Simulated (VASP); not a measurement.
# GaP (F-43m) in VASP: a series of runs

The runs below take GaP through relaxation of cell and atoms, single point, relaxation of the atoms, with r2SCAN, LDA, PBE.

Everything below comes from runs of VASP 6.6.1. Logs are shortened: lines on timing, memory, paths and dates and some standing lists are left out, and cuts for length are marked.

**Experimental background.**

“Stacking defects in GaP nanowires: Electronic structure and optical properties”, 2018, arxiv:1810.01194 quotes, for a bulk crystal of GaP at 10 K: band gap 2.34 eV (indirect).

The results are compared with them further down.

## (1) The crystal as given

Symmetry: F-43m, No. 216, cubic system. Conventional cell: a = 5.451 Å, b = 5.451 Å, c = 5.451 Å, α = 90.00°, β = 90.00°, γ = 90.00°. Ga (site symmetry -43m) is surrounded by 4 P at 2.36 Å. P (site symmetry -43m) is surrounded by 4 Ga at 2.36 Å.

## (2) Relaxation of cell and atoms, r2SCAN

The input, INCAR:

```
SYSTEM = GaP
PREC = Accurate
ENCUT = 600
EDIFF = 1E-7
ISMEAR = 0
SIGMA = 0.03
LREAL = .FALSE.
LASPH = .TRUE.
NELM = 80
ALGO = Normal
ISIF = 3
LWAVE = .FALSE.
LCHARG = .FALSE.
METAGGA = R2SCAN
LMIXTAU = .TRUE.
IBRION = 2
NSW = 90
EDIFFG = -0.005
```

The input, KPOINTS:

```
regular mesh
0
G
  8 8 8
  0 0 0
```

The input, POSCAR:

```
GaP                                     
1.0
    0.0000000000      2.7252500000      2.7252500000
    2.7252500000      0.0000000000      2.7252500000
    2.7252500000      2.7252500000      0.0000000000
  Ga              P             
     1     1
Direct
     0.0000000000000000    0.0000000000000000    0.0000000000000000
     0.2500000000000000    0.2500000000000000    0.2500000000000000
```

Potentials or basis: VASP PAW PBE potentials, release 64 (Ga_d, P).

Launch:

```bash
> cat potpaw_PBE.64/Ga_d/POTCAR potpaw_PBE.64/P/POTCAR > POTCAR
> mpirun -np 1 vasp_std > vasp.out
```

OUTCAR:

```text
SYSTEM = GaP
   PREC = Accurate
   ENCUT = 600
   EDIFF = 1E-7
   ISMEAR = 0
   LREAL = .FALSE.
   LASPH = .TRUE.
   NELM = 80
   ISIF = 3
   METAGGA = R2SCAN
   IBRION = 2
   NSW = 90
   EDIFFG = -0.005

 ion  position               nearest neighbor table
   1  0.000  0.000  0.000-   2 2.36   2 2.36   2 2.36   2 2.36
   2  0.250  0.250  0.250-   1 2.36   1 2.36   1 2.36   1 2.36

  LATTYP: Found a face centered cubic cell.
 ALAT       =     5.4505000000

  Lattice vectors:

 A1 = (   0.0000000000,   2.7252500000,   2.7252500000)
 A2 = (   2.7252500000,   0.0000000000,   2.7252500000)
 A3 = (   2.7252500000,   2.7252500000,   0.0000000000)

Analysis of symmetry for initial positions (statically):
=====================================================================
 Subroutine PRICEL returns:
 Original cell was already a primitive cell.

 Routine SETGRP: Setting up the symmetry group for a
 face centered cubic supercell.

 Subroutine GETGRP returns: Found 24 space group operations
 (whereof 24 operations were pure point group operations)
 out of a pool of 48 trial point group operations.

The static configuration has the point symmetry T_d .

Analysis of symmetry for dynamics (positions and initial velocities):
=====================================================================
 Subroutine PRICEL returns:
 Original cell was already a primitive cell.

 Routine SETGRP: Setting up the symmetry group for a
 face centered cubic supercell.

 Subroutine GETGRP returns: Found 24 space group operations
 (whereof 24 operations were pure point group operations)
 out of a pool of 48 trial point group operations.

The dynamic configuration has the point symmetry T_d .

 Subroutine INISYM returns: Found 24 space group operations
 (whereof 24 operations are pure point group operations),
 and found     1 'primitive' translations

----------------------------------------------------------------------------------------

                                     Primitive cell

  volume of cell :      40.4808

  direct lattice vectors                    reciprocal lattice vectors
     0.000000000  2.725250000  2.725250000    -0.183469406  0.183469406  0.183469406
     2.725250000  0.000000000  2.725250000     0.183469406 -0.183469406  0.183469406
     2.725250000  2.725250000  0.000000000     0.183469406  0.183469406 -0.183469406

  length of vectors
     3.854085511  3.854085511  3.854085511     0.317778334  0.317778334  0.317778334

  position of ions in fractional coordinates (direct lattice)
     0.000000000  0.000000000  0.000000000
     0.250000000  0.250000000  0.250000000

  ion indices of the primitive-cell ions
[... 84 lines left out ...]
   TEBEG  =    0.0;   TEEND  =   0.0 temperature during run
   PSTRESS=    0.0 pullay stress
   NELECT =      18.0000    total number of electrons
   NUPDOWN=      -1.0000    fix difference up-down
   EMIN   =  10.00;   EMAX   =-10.00  energy-range for DOS
   EFERMI =   0.00;   METHOD = LEGACY
   ISMEAR =     0;   SIGMA  =   0.03  broadening in eV -4-tet -1-fermi 0-gaus
   EFERMI_NEDOS =   21; number of points for ismear=-14 and -15
   IALGO  =     38    algorithm
   IMIX   =      4    mixing-type and parameters
     AMIX     =   0.40;   BMIX     =  1.00
     AMIX_MAG =   1.60;   BMIX_MAG =  1.00
  volume/ion in A,a.u.               =      20.24       136.59
  Fermi-wavevector in a.u.,A,eV,Ry     =   1.249538  2.361284 21.243377  1.561344
  Thomas-Fermi vector in A             =   2.383574
   LORBIT       =      0    0 simple, 1 ext, 2 COOP (PROOUT), +10 PAW based schemes
   METAGGA = R2SCAN    functional components
   LHFCALC =     F    Hartree Fock is set to
   AEXX    =    0.0000 exact exchange contribution
   IVDW    =     0    specifies the selected vdW correction
   LEPSILON=     F    determine dielectric tensor
   LRPA    =     F    only Hartree local field effects (RPA)
 conjugate gradient relaxation of ions
 non-spin polarized calculation
 Gauss-broadening in eV      SIGMA  =   0.03
  energy-cutoff  :      600.00
  volume of cell :       40.48
 maximum number of plane-waves:      1365
   NGX = 15   NGY = 15   NGZ = 15

 number of electron      18.0000003 magnetization

 Free energy of the ion-electron system (eV)
  ---------------------------------------------------
  ext. energy  EPLUGINS =         0.00000000
  ---------------------------------------------------
  free energy    TOTEN  =       -21.46423251 eV

  energy without entropy =      -21.46423251  energy(sigma->0) =      -21.46423251

 E-fermi :   4.6288     XC(G=0): -10.5487

 val. band max:        4.4619883369   @ k =   0.0000   0.0000   0.0000
 cond. band min:       6.3643337921   @ k =   0.3750   0.3750   0.0000
 fundamental gap:      1.9023454552
 Fermi energy:         4.6288457618

 k-point     1 :       0.0000    0.0000    0.0000
  band No.  band energies     occupation
      1     -10.5282      2.00000
      2     -10.5282      2.00000
      3     -10.5282      2.00000
      4     -10.4150      2.00000
      5     -10.4150      2.00000
      6      -8.5592      2.00000
      7       4.4620      2.00000
      8       4.4620      2.00000
      9       4.4620      2.00000
     10       6.8063      0.00000
     11       8.6531      0.00000
     12       8.6532      0.00000
     13       8.6532      0.00000
[... 354 lines left out ...]
  band No.  band energies     occupation
      1     -10.6286      2.00000
      2     -10.4935      2.00000
      3     -10.4816      2.00000
      4     -10.4205      2.00000
      5     -10.4073      2.00000
      6      -5.9749      2.00000
      7      -2.1523      2.00000
      8       1.1737      2.00000
      9       2.4522      2.00000
     10       8.2867      0.00000
     11       9.1098      0.00000
     12      11.3843      0.00000
     13      12.8990      0.00000

 [... further k-points ...]
[... 5 lines left out ...]
  --------------------------------------------------------------------------------------
  -------------------------------------------------------------------------------------
  Total       -0.0076308     -0.0076308     -0.0076308     -0.0000000      0.0000000      0.0000000
  in kB       -0.3020161     -0.3020161     -0.3020161     -0.0000000      0.0000000      0.0000000
  external PRESSURE =      -0.3020161 kB  Pullay stress =       0.0000000 kB

 VOLUME and BASIS-vectors are now :
 -----------------------------------------------------------------------------
  energy-cutoff  :      600.00
  volume of cell :       40.48
      direct lattice vectors                 reciprocal lattice vectors
     0.000000000  2.725250000  2.725250000    -0.183469406  0.183469406  0.183469406
     2.725250000  0.000000000  2.725250000     0.183469406 -0.183469406  0.183469406
     2.725250000  2.725250000  0.000000000     0.183469406  0.183469406 -0.183469406

 POSITION                                       TOTAL-FORCE (eV/Angst)
 -----------------------------------------------------------------------------------
      0.00000      0.00000      0.00000        -0.000000     -0.000000      0.000000
      1.36262      1.36262      1.36262         0.000000      0.000000     -0.000000
 -----------------------------------------------------------------------------------
    total drift:                                0.000017      0.000017      0.000017

  FREE ENERGIE OF THE ION-ELECTRON SYSTEM (eV)
  ---------------------------------------------------
  free  energy   TOTEN  =       -21.4642325137 eV

  energy  without entropy=      -21.4642325137  energy(sigma->0) =      -21.46423251

 reached required accuracy - stopping structural energy minimisation
```

Run time: 84 s. Hardware: 1 thread of Intel Xeon Platinum 8375C at 2.90GHz (Ice Lake), shared host; peak memory 0.19 GiB.

Results:

```yaml
Free_energy: -21.4642 eV
Pressure_after_relaxing: 0.0 GPa
Band_gap_on_the_k_mesh: 1.90 eV, indirect (least direct gap 2.34 eV)
```

Final structure:
```
Ga P
1.0
     0.00000    2.72525    2.72525
     2.72525    0.00000    2.72525
     2.72525    2.72525    0.00000
Ga P
1 1
Direct
  0.00000 0.00000 0.00000
  0.25000 0.25000 0.25000
```

Caveat: the relaxation stopped at its first step, so nothing moved; the PAW data sets were made with another functional, which shifts forces and pressure a little.

## (3) Single point, LDA

The input, INCAR:

```
PREC = Accurate
ENCUT = 520
EDIFF = 1E-6
ISMEAR = 0
SIGMA = 0.03
LREAL = False
LASPH = True
NELM = 80
ALGO = Normal
ISIF = 2
LWAVE = False
LCHARG = False
GGA = CA
NBANDS = 16
KPAR = 4
```

The input, KPOINTS:

```
Automatic mesh
0
Gamma
  6 6 6
```

The input, POSCAR:

```
GaP
1.0
    0.0000000000      2.7252500000      2.7252500000
    2.7252500000      0.0000000000      2.7252500000
    2.7252500000      2.7252500000      0.0000000000
Ga P
1 1
Direct
    0.0000000000      0.0000000000      0.0000000000
    0.2500000000      0.2500000000      0.2500000000
```

Potentials or basis: VASP PAW LDA potentials, release 64 (Ga_d, P).

Launch:

```bash
> cat potpaw_LDA.64/Ga_d/POTCAR potpaw_LDA.64/P/POTCAR > POTCAR
> mpirun -np 4 vasp_std > vasp.out
```

OUTCAR:

```text
PREC = Accurate
   ENCUT = 520
   EDIFF = 1E-6
   ISMEAR = 0
   LREAL = False
   LASPH = True
   NELM = 80
   ISIF = 2
   GGA = CA

 ion  position               nearest neighbor table
   1  0.000  0.000  0.000-   2 2.36   2 2.36   2 2.36   2 2.36
   2  0.250  0.250  0.250-   1 2.36   1 2.36   1 2.36   1 2.36

  LATTYP: Found a face centered cubic cell.
 ALAT       =     5.4505000000

  Lattice vectors:

 A1 = (   0.0000000000,   2.7252500000,   2.7252500000)
[... 480 lines left out ...]

------------------------ aborting loop because EDIFF is reached ----------------------------------------

  FORCE on cell =-STRESS in cart. coord.  units (eV):
  Direction    XX          YY          ZZ          XY          YZ          ZX
  --------------------------------------------------------------------------------------
  -------------------------------------------------------------------------------------
  Total       -0.6714210     -0.6714210     -0.6714210      0.0000000      0.0000000     -0.0000000
  in kB      -26.5739733    -26.5739733    -26.5739733      0.0000000      0.0000000     -0.0000000
  external PRESSURE =     -26.5739733 kB  Pullay stress =       0.0000000 kB

 VOLUME and BASIS-vectors are now :
 -----------------------------------------------------------------------------
  energy-cutoff  :      520.00
  volume of cell :       40.48
      direct lattice vectors                 reciprocal lattice vectors
     0.000000000  2.725250000  2.725250000    -0.183469406  0.183469406  0.183469406
     2.725250000  0.000000000  2.725250000     0.183469406 -0.183469406  0.183469406
     2.725250000  2.725250000  0.000000000     0.183469406  0.183469406 -0.183469406

 POSITION                                       TOTAL-FORCE (eV/Angst)
 -----------------------------------------------------------------------------------
      0.00000      0.00000      0.00000         0.000000      0.000000      0.000000
      1.36262      1.36262      1.36262        -0.000000     -0.000000     -0.000000
 -----------------------------------------------------------------------------------
    total drift:                                0.000000      0.000000      0.000000

  FREE ENERGIE OF THE ION-ELECTRON SYSTEM (eV)
  ---------------------------------------------------
  free  energy   TOTEN  =       -10.4248633644 eV

  energy  without entropy=      -10.4248633644  energy(sigma->0) =      -10.42486336
```

OSZICAR:

```text
N       E                     dE             d eps       ncg     rms          rms(c)
DAV:   1     0.790848190005E+02    0.79085E+02   -0.89269E+03   536   0.161E+03
DAV:   2    -0.455922835098E+01   -0.83644E+02   -0.80487E+02   600   0.313E+02
DAV:   3    -0.106521567764E+02   -0.60929E+01   -0.60775E+01   656   0.647E+01
DAV:   4    -0.107469277347E+02   -0.94771E-01   -0.94753E-01   616   0.877E+00
DAV:   5    -0.107491253300E+02   -0.21976E-02   -0.21975E-02   640   0.118E+00    0.431E+00
DAV:   6    -0.104776069840E+02    0.27152E+00   -0.36217E-01   792   0.102E+01    0.278E+00
DAV:   7    -0.104297232596E+02    0.47884E-01   -0.83133E-02   664   0.201E+00    0.104E+00
DAV:   8    -0.104248884032E+02    0.48349E-02   -0.11570E-02   640   0.118E+00    0.190E-01
DAV:   9    -0.104248552586E+02    0.33145E-04   -0.99407E-04   744   0.409E-01    0.632E-02
DAV:  10    -0.104248570316E+02   -0.17729E-05   -0.54713E-05   744   0.855E-02    0.276E-02
DAV:  11    -0.104248636156E+02   -0.65840E-05   -0.99364E-06   648   0.468E-02    0.791E-03
DAV:  12    -0.104248633644E+02    0.25122E-06   -0.52716E-07   424   0.812E-03
   1 F= -.10424863E+02 E0= -.10424863E+02  d E =-.766669E-12
```

Wall time 2.6 s (4 MPI ranks of Intel Xeon 6975P-C (Granite Rapids), shared host); peak memory 0.13 GiB.

Results:

* Free energy: -10.4249 eV
* Pressure: -2.7 GPa
* Band gap on the k mesh: 1.49 eV, indirect (least direct gap 1.63 eV)

## (4) Relaxation of cell and atoms, PBE

The input, INCAR:

```
  ALGO = Normal
  EDIFF = 1E-6
  EDIFFG = -0.01
  ENCUT = 600
  GGA = PE
  IBRION = 2
  ISIF = 3
  ISMEAR = 0
  LASPH = True
  LCHARG = False
  LREAL = False
  LWAVE = False
  NELM = 80
  NSW = 90
  PREC = Accurate
  SIGMA = 0.03
```

The input, KPOINTS:

```
k-points
0
Gamma
  8 8 8
```

POSCAR is that of step 3.

Potentials or basis: VASP PAW PBE potentials, release 64 (Ga_d, P).

Launch:

```bash
> cat potpaw_PBE.64/Ga_d/POTCAR potpaw_PBE.64/P/POTCAR > POTCAR
> mpirun -np 1 vasp_std > vasp.out
```

OUTCAR:

```text
EDIFF = 1E-6
   EDIFFG = -0.01
   ENCUT = 600
   GGA = PE
   IBRION = 2
   ISIF = 3
   ISMEAR = 0
   LASPH = True
   LREAL = False
   NELM = 80
   NSW = 90
   PREC = Accurate

 ion  position               nearest neighbor table
   1  0.000  0.000  0.000-   2 2.36   2 2.36   2 2.36   2 2.36
   2  0.250  0.250  0.250-   1 2.36   1 2.36   1 2.36   1 2.36

  LATTYP: Found a face centered cubic cell.
 ALAT       =     5.4505000000

  Lattice vectors:

 A1 = (   0.0000000000,   2.7252500000,   2.7252500000)
 A2 = (   2.7252500000,   0.0000000000,   2.7252500000)
 A3 = (   2.7252500000,   2.7252500000,   0.0000000000)

Analysis of symmetry for initial positions (statically):
=====================================================================
 Subroutine PRICEL returns:
 Original cell was already a primitive cell.

 Routine SETGRP: Setting up the symmetry group for a
 face centered cubic supercell.

 Subroutine GETGRP returns: Found 24 space group operations
 (whereof 24 operations were pure point group operations)
 out of a pool of 48 trial point group operations.

The static configuration has the point symmetry T_d .

Analysis of symmetry for dynamics (positions and initial velocities):
[... 170 lines left out ...]
  in kB       24.1887837     24.1887837     24.1887837      0.0000000      0.0000000     -0.0000000
  external PRESSURE =      24.1887837 kB  Pullay stress =       0.0000000 kB
[... 59 lines left out ...]
--------------------------------------- Ionic step        3  -------------------------------------------

 number of electron      17.9999991 magnetization

 Free energy of the ion-electron system (eV)
  ---------------------------------------------------
  ext. energy  EPLUGINS =         0.00000000
  ---------------------------------------------------
  free energy    TOTEN  =        -9.12526415 eV

  energy without entropy =       -9.12526415  energy(sigma->0) =       -9.12526415

 E-fermi :   4.5246     XC(G=0):  -9.6955

 val. band max:        4.3492160203   @ k =   0.0000   0.0000   0.0000
 cond. band min:       5.9268439895   @ k =   0.0000   0.0000   0.0000
 fundamental gap:      1.5776279693
 Fermi energy:         4.5245683583

 k-point     1 :       0.0000    0.0000    0.0000
  band No.  band energies     occupation
      1     -10.1550      2.00000
      2     -10.1550      2.00000
      3     -10.1550      2.00000
      4     -10.0643      2.00000
      5     -10.0643      2.00000
      6      -7.9194      2.00000
      7       4.3492      2.00000
      8       4.3492      2.00000
      9       4.3492      2.00000
     10       5.9268      0.00000
     11       8.2446      0.00000
     12       8.2446      0.00000
     13       8.2446      0.00000
[... 354 lines left out ...]
  band No.  band energies     occupation
      1     -10.2335      2.00000
      2     -10.1270      2.00000
      3     -10.1162      2.00000
      4     -10.0687      2.00000
      5     -10.0576      2.00000
      6      -5.5623      2.00000
      7      -1.9235      2.00000
      8       1.2656      2.00000
      9       2.4961      2.00000
     10       7.7162      0.00000
     11       8.6681      0.00000
     12      10.7211      0.00000
     13      12.1841      0.00000

 [... further k-points ...]
[... 5 lines left out ...]
  --------------------------------------------------------------------------------------
  -------------------------------------------------------------------------------------
  Total        0.0134500      0.0134500      0.0134500     -0.0000000      0.0000000      0.0000000
  in kB        0.5164951      0.5164951      0.5164951     -0.0000000      0.0000000      0.0000000
  external PRESSURE =       0.5164951 kB  Pullay stress =       0.0000000 kB
[... 17 lines left out ...]
  FREE ENERGIE OF THE ION-ELECTRON SYSTEM (eV)
  ---------------------------------------------------
  free  energy   TOTEN  =        -9.1252641505 eV

  energy  without entropy=       -9.1252641505  energy(sigma->0) =       -9.12526415

 reached required accuracy - stopping structural energy minimisation
```

OSZICAR:

```text
N       E                     dE             d eps       ncg     rms          rms(c)
DAV:   1     0.860994920307E+02    0.86099E+02   -0.99138E+03   770   0.213E+03
DAV:   2    -0.240890086559E+01   -0.88508E+02   -0.85402E+02   809   0.356E+02
DAV:   3    -0.925870569506E+01   -0.68498E+01   -0.68165E+01   959   0.791E+01
[... 22 lines left out ...]
DAV:   2    -0.913141793090E+01    0.22415E-01   -0.41890E-02   959   0.528E+00    0.454E-01
DAV:   3    -0.912584071124E+01    0.55772E-02   -0.67369E-03   994   0.175E+00    0.107E-01
DAV:   4    -0.912535154634E+01    0.48916E-03   -0.64526E-04   829   0.378E-01    0.446E-02
DAV:   5    -0.912526467983E+01    0.86867E-04   -0.56991E-05  1037   0.115E-01    0.120E-02
DAV:   6    -0.912526415053E+01    0.52930E-06   -0.28225E-06   732   0.232E-02
   3 F= -.91252642E+01 E0= -.91252642E+01  d E =-.921341E-02
```

Wall time 22 s (1 thread of AMD EPYC 9R45 (Zen 5), shared host); peak memory 0.16 GiB.

What came out:

```
Free energy                            : -9.1253 eV
Relaxed volume                         : 20.86 Å³/atom
Relaxed cell                           : a = 3.893 Å, b = 3.893 Å, c = 3.893 Å, α = 60.00°, β = 60.00°, γ = 60.00°
Space group after relaxing (to 0.05 Å) : F-43m (No. 216)
Energy gained by relaxing              : 4.6 meV/atom
Ionic steps                            : 3
Pressure after relaxing                : 0.1 GPa
Band gap on the k mesh                 : 1.58 eV, direct
```

The path:
| step | energy change (eV) | largest force (eV/Å) | pressure (GPa) | volume (Å³) |
| --- | --- | --- | --- | --- |
| 1 | 0.0000 | 0.0000 | 2.42 | 40.48 |
| 2 | -0.0073 | 0.0000 | -1.04 | 42.30 |
| 3 | -0.0092 | 0.0000 | 0.05 | 41.72 |

Final structure:
```
Ga P
1.0
     0.00000    2.75282    2.75282
     2.75282    0.00000    2.75282
     2.75282    2.75282    0.00000
Ga P
1 1
Cartesian
  0.0000 0.0000 0.0000
  1.3764 1.3764 1.3764
```

Levels at points of the mesh, in eV from the valence-band top:
| k point | band 6 | band 7 | band 8 | band 9 | band 10 | band 11 | band 12 | band 13 |
| --- | --- | --- | --- | --- | --- | --- | --- | --- |
| (0.00, 0.00, 0.00) | -12.27 | 0.00 | 0.00 | 0.00 | 1.58 | 3.90 | 3.90 | 3.90 |
| (0.50, 0.00, 0.00) | -10.30 | -6.46 | -1.07 | -1.07 | 1.58 | 4.73 | 4.73 | 8.23 |
| (0.50, 0.50, 0.00) | -9.44 | -6.61 | -2.58 | -2.58 | 1.72 | 1.85 | 10.37 | 10.37 |

A k mesh can miss the band edges. Expect the measured gap to be larger: semilocal functionals such as PBE lack the derivative discontinuity.

(Part 1 of 2 ends here.)
